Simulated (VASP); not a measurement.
Write the native input for VASP 6.6.1 that does the following.

```
Task                   : single point
Functional             : PBE
Potentials or basis    : VASP PAW PBE potentials, release 64 (Hf_sv_GW)
Cutoff                 : 550 eV
k mesh                 : 10 × 10 × 5
Occupations            : gaussian, width 0.1 eV
Spin                   : no spin polarisation
Further INCAR settings : ALGO = Normal; EDIFF = 1e-06; NBANDS = 19
```

The structure of Hf lies in POSCAR:

```
Hf
1.0
    3.1967000000      0.0000000000      0.0000000000
   -1.5983500000      2.7684234083      0.0000000000
    0.0000000000      0.0000000000      5.0578000000
Hf
2
Direct
    0.6666666667      0.3333333333      0.7500000000
    0.3333333333      0.6666666667      0.2500000000
```

The input as run:

INCAR

```
SYSTEM = Hf
PREC = Accurate ; ENCUT = 550
EDIFF = 1E-6 ; ISMEAR = 0
SIGMA = 0.1 ; LREAL = .False.
LASPH = .True. ; NELM = 60
ALGO = Normal ; ISIF = 2
LWAVE = .False. ; LCHARG = .True.
GGA = PE ; LELF = .True.
LVHAR = .True. ; NBANDS = 19
```

KPOINTS

```
regular mesh
0
Gamma
  10 10 5
  0 0 0
```

Potentials or basis: VASP PAW PBE potentials, release 64 (Hf_sv_GW).

Launch:

```sh
$ cat potpaw_PBE.64/Hf_sv_GW/POTCAR > POTCAR
$ mpirun -np 1 vasp_std > vasp.out
```

Results of the run:

The pressure is 0.1 GPa and the band gap on the k mesh is none (metal or under the smearing width).

Run time: 50 s on 1 thread of AMD EPYC 7R13 Processor (Zen 3), with other jobs on the host, peak memory 0.15 GiB.
